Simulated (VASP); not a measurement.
# PbSe (Clausthalite): the relaxed cell at several levels of theory

Aim: relax PbSe (Clausthalite) at several levels of theory and compare the cells. The starting structure is a measured crystal structure from the Crystallography Open Database. The first relaxation on each setting starts from this cell expanded by 3 % in volume.

Main program and level: VASP 6.6.1; Kohn-Sham DFT with plane waves and PAW; PBEsol, LDA, PBE, PBEsol + D3(BJ), r2SCAN and r2SCAN + rVV10.

## Step 1: Starting point

It takes space group Fm-3m (No. 225, cubic). Conventional cell: a = 6.121 Å, b = 6.121 Å, c = 6.121 Å, α = 90.00°, β = 90.00°, γ = 90.00°. Nearest to Pb lie 6 Se at 3.06 Å. Nearest to Se lie 6 Pb at 3.06 Å. Farther neighbours and most contacts between anions are not listed.

As a file:

```cif
data_structure
_symmetry_space_group_name_H-M 'Fm-3m'
_symmetry_Int_Tables_number 225
_cell_length_a 6.1213
_cell_length_b 6.1213
_cell_length_c 6.1213
_cell_angle_alpha 90.000
_cell_angle_beta 90.000
_cell_angle_gamma 90.000
_cell_volume 229.37
loop_
_atom_site_label
_atom_site_type_symbol
_atom_site_symmetry_multiplicity
_atom_site_Wyckoff_symbol
_atom_site_fract_x
_atom_site_fract_y
_atom_site_fract_z
_atom_site_occupancy
Pb1 Pb 4 a 0.00000 0.00000 0.00000 1
Se1 Se 4 b 0.50000 0.00000 0.00000 1
```

## Step 2: Relaxation with PBEsol

PBEsol restores the gradient expansion of exchange and is tuned for the cells of solids. This run starts from the cell of an earlier relaxation, which isn't shown; the restart sets up the plane waves anew.

The input, INCAR:

```
SYSTEM = PbSe
PREC = Accurate
ENCUT = 450
EDIFF = 1E-06
NELM = 100
ISMEAR = 0
SIGMA = 0.03
LREAL = .FALSE.
ALGO = Normal
GGA = PS
NBANDS = 16
LORBIT = 11
LWAVE = .FALSE.
LCHARG = .FALSE.
KPAR = 4
IBRION = 2
NSW = 50
ISIF = 3
EDIFFG = -0.006
```

The input, POSCAR:

```
PbSe
1.0
    0.0000000000      3.0508685042      3.0508685042
    3.0508685042      0.0000000000      3.0508685042
    3.0508685042      3.0508685042      0.0000000000
Pb Se
1 1
Direct
    0.0000000000      0.0000000000      0.0000000000
    0.5000000000      0.5000000000      0.5000000000
```

The input, KPOINTS:

```
Automatic mesh
0
Gamma
6 6 6
0 0 0
```

The projector-augmented-wave data sets are Pb_d and Se (PBE family, release 64).

The run is started by

```bash
mpirun -np 4 vasp_std
```

What it wrote:

```text
[banner, memory and clock lines left out]
running    4 mpi-ranks, on    1 nodes
 distrk:  each k-point on    1 cores,    4 groups
 distr:  one band on    1 cores,    1 groups

 POSCAR found type information on POSCAR PbSe
 POSCAR found :  2 types and       2 ions
|                                                                             |
|               ----> ADVICE to this user running VASP <----                  |
|                                                                             |
|     You enforced a specific xc type in the INCAR file but a different       |
|     [... a line on the potential file left out ...]
|     I HOPE YOU KNOW WHAT YOU ARE DOING!                                     |
|                                                                             |

 LDA part: xc-table for (Slater+PW92), standard interpolation
 POSCAR, INCAR and KPOINTS ok, starting setup
 FFT: planning ... GRIDC
 FFT: planning ... GRID_SOFT
 FFT: planning ... GRID
 WAVECAR not read
 entering main loop
       N       E                     dE             d eps       ncg     rms          rms(c)
DAV:   1     0.144668089665E+03    0.14467E+03   -0.90742E+03   520   0.115E+03
DAV:   2     0.570829989240E+00   -0.14410E+03   -0.14023E+03   568   0.305E+02
DAV:   3    -0.897703852543E+01   -0.95479E+01   -0.95199E+01   680   0.834E+01
DAV:   4    -0.917122440014E+01   -0.19419E+00   -0.19415E+00   632   0.146E+01
DAV:   5    -0.917946371800E+01   -0.82393E-02   -0.82392E-02   728   0.264E+00    0.268E+00
DAV:   6    -0.892812359619E+01    0.25134E+00   -0.65250E-01   792   0.613E+00    0.153E+00
DAV:   7    -0.892069958149E+01    0.74240E-02   -0.97377E-02   624   0.165E+00    0.807E-01
DAV:   8    -0.892128518875E+01   -0.58561E-03   -0.95997E-03   640   0.111E+00    0.125E-01
DAV:   9    -0.892101083587E+01    0.27435E-03   -0.20567E-03   784   0.438E-01    0.436E-02
DAV:  10    -0.892102783797E+01   -0.17002E-04   -0.13597E-04   664   0.725E-02    0.141E-02
DAV:  11    -0.892102719820E+01    0.63978E-06   -0.25231E-05   696   0.532E-02    0.470E-03
DAV:  12    -0.892102713208E+01    0.66116E-07   -0.14413E-06   504   0.136E-02
   1 F= -.89210271E+01 E0= -.89210270E+01  d E =-.892103E+01
 curvature:   0.00 expect dE= 0.000E+00 dE for cont linesearch  0.000E+00
 trial: gam= 0.00000 g(F)=  0.962E-61 g(S)=  0.215E-06 ort = 0.000E+00 (trialstep = 0.100E+01)
 search vector abs. value=  0.215E-06
 reached required accuracy - stopping structural energy minimisation
```

Elapsed: 2.8 s, on 4 MPI ranks of AMD EPYC 9R45, shared host; peak memory 0.56 GiB.

The logs omit lines about the potential files and the build; timing stands in the text.

OUTCAR, selected parts (step 2):

```text
ion  position               nearest neighbor table
   1  0.000  0.000  0.000-   2 3.05   2 3.05   2 3.05   2 3.05   2 3.05   2 3.05
   2  0.500  0.500  0.500-   1 3.05   1 3.05   1 3.05   1 3.05   1 3.05   1 3.05

  LATTYP: Found a face centered cubic cell.
 ALAT       =     6.1017370084

 Subroutine GETGRP returns: Found 48 space group operations
 (whereof 48 operations were pure point group operations)

The static configuration has the point symmetry O_h .

 Found     16 irreducible k-points:

   k-points           NKPTS =     16   k-points in BZ     NKDIM =     16   number of bands    NBANDS=     16

   dimension x,y,z NGX =    30 NGY =   30 NGZ =   30
   dimension x,y,z NGXF=    60 NGYF=   60 NGZF=   60

   ENCUT  =  450.0 eV  33.07 Ry    5.75 a.u.   7.46  7.46  7.46*2*pi/ulx,y,z

   NELECT =      20.0000    total number of electrons

 k-points in reciprocal lattice and weights: Automatic mesh
   0.00000000  0.00000000  0.00000000       0.005
   0.16666667  0.00000000  0.00000000       0.037
   0.33333333  0.00000000  0.00000000       0.037
   0.50000000  0.00000000  0.00000000       0.019
   0.16666667  0.16666667  0.00000000       0.028
   0.33333333  0.16666667  0.00000000       0.111
   0.50000000  0.16666667  0.00000000       0.111
  -0.33333333  0.16666667  0.00000000       0.111
  -0.16666667  0.16666667  0.00000000       0.056
[...]
-0.33333333  0.33333333  0.16666667       0.111
  -0.33333333  0.50000000  0.16666667       0.056

 average (electrostatic) potential at core
       1 -92.0281       2 -52.8117

 E-fermi :   5.1213

 k-point     1 :       0.0000    0.0000    0.0000
  band No.  band energies     occupation
    ...
      6      -8.6620      2.00000
      7      -1.2873      2.00000
      8       3.1128      2.00000
      9       3.1128      2.00000
     10       3.1128      2.00000
     11       9.7280      0.00000
     12       9.7280      0.00000
     13       9.7280      0.00000
     14      11.4567      0.00000
     15      11.4567      0.00000
    ...

 k-point     2 :       0.1667    0.0000    0.0000
  band No.  band energies     occupation
    ...
      6      -8.4497      2.00000
      7      -1.9649      2.00000
      8       3.1868      2.00000
      9       3.1868      2.00000
     10       3.5735      2.00000
     11       8.1039      0.00000
     12       8.6547      0.00000
     13       8.6547      0.00000
     14      11.2228      0.00000
     15      12.0438      0.00000
    ...

 k-point     3 :       0.3333    0.0000    0.0000
  band No.  band energies     occupation
    ...
      6      -7.9207      2.00000
      7      -3.2064      2.00000
      8       3.3883      2.00000
      9       3.3883      2.00000
     10       4.3287      2.00000
     11       6.3000      0.00000
     12       7.2532      0.00000
     13       7.2532      0.00000
     14      11.9911      0.00000
     15      13.5126      0.00000
    ...

  Total       -0.0017230     -0.0017230     -0.0017230     -0.0000000     -0.0000000      0.0000000
  in kB       -0.0486078     -0.0486078     -0.0486078     -0.0000000     -0.0000000      0.0000000
  external PRESSURE =      -0.0486078 kB  Pullay stress =       0.0000000 kB

  energy-cutoff  :      450.00
  volume of cell :       56.79
      direct lattice vectors                 reciprocal lattice vectors
     0.000000000  3.050868504  3.050868504    -0.163887758  0.163887758  0.163887758
     3.050868504  0.000000000  3.050868504     0.163887758 -0.163887758  0.163887758
     3.050868504  3.050868504  0.000000000     0.163887758  0.163887758 -0.163887758

 POSITION                                       TOTAL-FORCE (eV/Angst)
 -----------------------------------------------------------------------------------
      0.00000      0.00000      0.00000         0.000000      0.000000      0.000000
      3.05087      3.05087      3.05087        -0.000000     -0.000000     -0.000000
 -----------------------------------------------------------------------------------
    total drift:                               -0.000000      0.000000      0.000000

  FREE ENERGIE OF THE ION-ELECTRON SYSTEM (eV)
  ---------------------------------------------------
  free  energy   TOTEN  =        -8.9210271321 eV

  energy  without entropy=       -8.9210269527  energy(sigma->0) =       -8.92102704

 reached required accuracy - stopping structural energy minimisation

 total charge
# of ion       s       p       d       tot
------------------------------------------
    1        1.462   0.548   9.839  11.849
    2        1.470   2.316   0.018   3.804
--------------------------------------------------
tot          2.932   2.863   9.857  15.653

[... 3 further parts left out ...]
```

CONTCAR:

```
PbSe
   1.00000000000000
     0.0000000000000000    3.0508685041999999    3.0508685041999999
     3.0508685041999999    0.0000000000000000    3.0508685041999999
     3.0508685041999999    3.0508685041999999    0.0000000000000000
  Pb              Se
     1     1
Direct
     0.0000000000000000    0.0000000000000000    0.0000000000000000
     0.5000000000000000    0.5000000000000000    0.5000000000000000
```

The PAW data sets were made with PBE, which is usual practice but a small mismatch for other functionals. The run keeps the 48 symmetry operations of its start, so it cannot find a distortion of lower symmetry.

With PBEsol the relaxed cell holds 28.397 Å³ an atom, -0.96 % against the measured cell, with a = 6.102 Å.

## Step 3: Relaxation with LDA

LDA, the lowest rung, knows the local density alone. This run starts from the cell of an earlier relaxation, which isn't shown; the restart sets up the plane waves anew.

Changes to INCAR since step 2:

```diff
@@ -9,3 +9,3 @@
 ALGO = Normal
-GGA = PS
+GGA = CA
 NBANDS = 16
```

The input, POSCAR:

```
PbSe
1.0
    0.0000000000      3.0198736564      3.0198736564
    3.0198736564      0.0000000000      3.0198736564
    3.0198736564      3.0198736564      0.0000000000
Pb Se
1 1
Direct
    0.0000000000      0.0000000000      0.0000000000
    0.5000000000      0.5000000000      0.5000000000
```

KPOINTS is that of step 2.

Potentials, in the order of the species: Pb_d and Se (LDA family, release 64).

The run is started by

```bash
mpirun -np 4 vasp_std
```

What it wrote:

```text
[banner, memory and clock lines left out]
running    4 mpi-ranks, on    1 nodes
[...]
LDA part: xc-table for (Slater(with rela. corr.)+CA(PZ))
 , standard interpolation
 POSCAR, INCAR and KPOINTS ok, starting setup
[...]
entering main loop
       N       E                     dE             d eps       ncg     rms          rms(c)
DAV:   1     0.148469757659E+03    0.14847E+03   -0.90150E+03   520   0.118E+03
DAV:   2     0.956742612561E-01   -0.14837E+03   -0.14427E+03   544   0.307E+02
DAV:   3    -0.951946901934E+01   -0.96151E+01   -0.95848E+01   688   0.835E+01
DAV:   4    -0.971774861377E+01   -0.19828E+00   -0.19825E+00   600   0.148E+01
[...]
DAV:  10    -0.946281901255E+01    0.11474E-05   -0.19422E-04   672   0.875E-02    0.127E-02
DAV:  11    -0.946282073178E+01   -0.17192E-05   -0.11330E-05   688   0.223E-02    0.558E-03
DAV:  12    -0.946282077521E+01   -0.43429E-07   -0.19333E-06   424   0.127E-02
   1 F= -.94628208E+01 E0= -.94625643E+01  d E =-.946282E+01
[...]
N       E                     dE             d eps       ncg     rms          rms(c)
DAV:   1    -0.946309715077E+01   -0.27642E-03   -0.76965E-03   632   0.147E+00    0.897E-02
DAV:   2    -0.946286606928E+01    0.23108E-03   -0.46252E-04   680   0.367E-01    0.308E-02
DAV:   3    -0.946283125872E+01    0.34811E-04   -0.14125E-04   664   0.195E-01    0.598E-03
DAV:   4    -0.946283133158E+01   -0.72854E-07   -0.33982E-06   560   0.154E-02
   2 F= -.94628313E+01 E0= -.94625916E+01  d E =-.105564E-04
 trial-energy change:   -0.000011  1 .order   -0.000015   -0.000019   -0.000012
 step:   2.6488(harm=  2.6488)  dis= 0.00000  next Energy=    -9.462846 (dE=-0.250E-04)
 reached required accuracy - stopping structural energy minimisation
```

It took 3 s on 4 MPI ranks; peak memory 0.5 GiB; 10 s of CPU time.

From OUTCAR (step 3):

```text
  Total        0.0100626      0.0100626      0.0100626      0.0000000      0.0000000      0.0000000
  in kB        0.2923598      0.2923598      0.2923598      0.0000000      0.0000000      0.0000000
  external PRESSURE =       0.2923598 kB  Pullay stress =       0.0000000 kB

 POSITION                                       TOTAL-FORCE (eV/Angst)
 -----------------------------------------------------------------------------------
      6.04210      3.02105      3.02105         0.000000      0.000000     -0.000000
      3.02105      3.02105      3.02105         0.000000      0.000000      0.000000
 -----------------------------------------------------------------------------------
    total drift:                                0.000000      0.000000      0.000000

  FREE ENERGIE OF THE ION-ELECTRON SYSTEM (eV)
  ---------------------------------------------------
  free  energy   TOTEN  =        -9.4628313316 eV

  energy  without entropy=       -9.4623518606  energy(sigma->0) =       -9.46259160

[... 2 parts as in an earlier step ...]

[... 2 further parts left out ...]
[key lines of the parts left out:]
E-fermi :   5.4574
```

With LDA the relaxed cell holds 27.572 Å³ an atom, -3.83 % against the measured cell, with a = 6.042 Å. That is -2.90 % from PBEsol.

## Step 4: Relaxation with PBE

PBE, the usual starting point, adds the gradient of the density. This run starts from the cell of an earlier relaxation, which isn't shown; the restart sets up the plane waves anew.

Changes to INCAR since step 3:

```diff
@@ -9,3 +9,3 @@
 ALGO = Normal
-GGA = CA
+GGA = PE
 NBANDS = 16
```

The input, POSCAR:

```
PbSe
1.0
    0.0000000000      3.1083867913      3.1083867913
    3.1083867913      0.0000000000      3.1083867913
    3.1083867913      3.1083867913      0.0000000000
Pb Se
1 1
Direct
    0.0000000000      0.0000000000      0.0000000000
    0.5000000000      0.5000000000      0.5000000000
```

KPOINTS is that of step 3.

The projector-augmented-wave data sets are Pb_d and Se (PBE family, release 64).

The run is started by

```bash
mpirun -np 4 vasp_std
```

What it wrote:

```text
[banner, memory and clock lines left out]
running    4 mpi-ranks, on    1 nodes
[...]
LDA part: xc-table for (Slater+PW92), standard interpolation
 POSCAR, INCAR and KPOINTS ok, starting setup
[...]
entering main loop
       N       E                     dE             d eps       ncg     rms          rms(c)
DAV:   1     0.146024950105E+03    0.14602E+03   -0.88735E+03   512   0.113E+03
DAV:   2     0.149340562880E+01   -0.14453E+03   -0.14072E+03   552   0.296E+02
DAV:   3    -0.831705113861E+01   -0.98105E+01   -0.97800E+01   640   0.824E+01
DAV:   4    -0.851391436713E+01   -0.19686E+00   -0.19681E+00   656   0.150E+01
[...]
DAV:  10    -0.820134336404E+01   -0.10619E-03   -0.23569E-04   560   0.102E-01    0.195E-02
DAV:  11    -0.820135022970E+01   -0.68657E-05   -0.40821E-05   720   0.704E-02    0.655E-03
DAV:  12    -0.820135039011E+01   -0.16041E-06   -0.22210E-06   616   0.111E-02
   1 F= -.82013504E+01 E0= -.82013504E+01  d E =-.820135E+01
[...]
reached required accuracy - stopping structural energy minimisation
```

It took 2.6 s on 4 MPI ranks; peak memory 0.57 GiB; 8.8 s of CPU time.

Parts of OUTCAR (step 4):

```text
  Total       -0.0023396     -0.0023396     -0.0023396     -0.0000000     -0.0000000      0.0000000
  in kB       -0.0624053     -0.0624053     -0.0624053     -0.0000000     -0.0000000      0.0000000
  external PRESSURE =      -0.0624053 kB  Pullay stress =       0.0000000 kB

 POSITION                                       TOTAL-FORCE (eV/Angst)
 -----------------------------------------------------------------------------------
      0.00000      0.00000      0.00000        -0.000000     -0.000000      0.000000
      3.10839      3.10839      3.10839         0.000000      0.000000     -0.000000
 -----------------------------------------------------------------------------------
    total drift:                               -0.000000      0.000000      0.000000

  FREE ENERGIE OF THE ION-ELECTRON SYSTEM (eV)
  ---------------------------------------------------
  free  energy   TOTEN  =        -8.2013503901 eV

  energy  without entropy=       -8.2013503901  energy(sigma->0) =       -8.20135039

[... 2 parts as in an earlier step ...]

[... 2 further parts left out ...]
[key lines of the parts left out:]
E-fermi :   4.6269
```

With PBE the relaxed cell holds 30.033 Å³ an atom, +4.75 % against the measured cell, with a = 6.217 Å. That is +5.76 % from PBEsol.

## Step 5: Relaxation with PBEsol + D3(BJ)

D3 with Becke-Johnson damping keeps a finite attraction at short range. This run starts from the cell of an earlier relaxation, which isn't shown; the restart sets up the plane waves anew.

Changes to INCAR since step 4:

```diff
@@ -9,3 +9,4 @@
 ALGO = Normal
-GGA = PE
+GGA = PS
+IVDW = 12
 NBANDS = 16
```

The input, POSCAR:

```
PbSe
1.0
    0.0000000000      3.0085454593      3.0085454593
    3.0085454593      0.0000000000      3.0085454593
    3.0085454593      3.0085454593      0.0000000000
Pb Se
1 1
Direct
    0.0000000000      0.0000000000      0.0000000000
    0.5000000000      0.5000000000      0.5000000000
```

KPOINTS is that of step 4.

The run is started by

```bash
mpirun -np 4 vasp_std
```

What it wrote:

```text
[banner, memory and clock lines left out]
running    4 mpi-ranks, on    1 nodes
[...]
[... a notice as in an earlier step ...]

 LDA part: xc-table for (Slater+PW92), standard interpolation
 POSCAR, INCAR and KPOINTS ok, starting setup
[...]
entering main loop
       N       E                     dE             d eps       ncg     rms          rms(c)
DAV:   1     0.151283429682E+03    0.15128E+03   -0.88264E+03   512   0.117E+03
DAV:   2     0.235136644573E+00   -0.15105E+03   -0.14658E+03   600   0.315E+02
DAV:   3    -0.895087353264E+01   -0.91860E+01   -0.91625E+01   624   0.811E+01
DAV:   4    -0.913068208844E+01   -0.17981E+00   -0.17977E+00   640   0.139E+01
[...]
DAV:  10    -0.890365100906E+01   -0.31780E-04   -0.14870E-04   608   0.776E-02    0.137E-02
DAV:  11    -0.890365312625E+01   -0.21172E-05   -0.13320E-05   800   0.338E-02    0.489E-03
DAV:  12    -0.890365331489E+01   -0.18863E-06   -0.20662E-06   512   0.158E-02
   1 F= -.96581631E+01 E0= -.96578838E+01  d E =-.965816E+01
[... from here on, the cycles between the ionic steps are left out ...]
   2 F= -.96581838E+01 E0= -.96579261E+01  d E =-.207446E-04
   3 F= -.96580651E+01 E0= -.96578640E+01  d E =0.979737E-04
   4 F= -.96581760E+01 E0= -.96579289E+01  d E =-.129352E-04
   5 F= -.96581815E+01 E0= -.96579293E+01  d E =-.183510E-04
[...]
reached required accuracy - stopping structural energy minimisation
```

Elapsed: 6.8 s, on 4 MPI ranks; peak memory 0.64 GiB; 25 s of CPU time.

Parts of OUTCAR (step 5):

```text
 Edisp (eV)   -0.75265

 Edisp (eV)   -0.75292

  Total      -0.01103    -0.01103    -0.01103    -0.00000     0.00000    -0.00000
  in kB      -0.32384    -0.32384    -0.32384    -0.00000     0.00000    -0.00000
  external pressure =       -0.32 kB  Pullay stress =        0.00 kB

 POSITION                                       TOTAL-FORCE (eV/Angst)
 -----------------------------------------------------------------------------------
      0.00000      0.00000      0.00000        -0.000000      0.000000     -0.000000
      3.01061      3.01061      3.01061         0.000000     -0.000000      0.000000
 -----------------------------------------------------------------------------------
    total drift:                               -0.000000      0.000000      0.000000

  FREE ENERGIE OF THE ION-ELECTRON SYSTEM (eV)
  ---------------------------------------------------
  free  energy   TOTEN  =        -9.6581814542 eV

  energy  without entropy=       -9.6576771842  energy(sigma->0) =       -9.65792932

[... 2 parts as in an earlier step ...]

[... 2 further parts left out ...]
[key lines of the parts left out:]
E-fermi :   5.5957
```

With PBEsol + D3(BJ) the relaxed cell holds 27.287 Å³ an atom, -4.83 % against the measured cell, with a = 6.021 Å. That is -3.91 % from PBEsol.

[end of part 1 of 2]

[Lines on the potential files, build, host, timing and source positions are cut from VASP's logs without a mark.]

[Logs are printed without paths, hosts, clocks, repeated set-up lines and the standing remarks that a program may print on its own settings, such as how far it seeks lower states.]

[Hosts, paths, dates, database ids (printed as entryN), source tags and the programs' standing remarks are cut or masked in the printed files.]
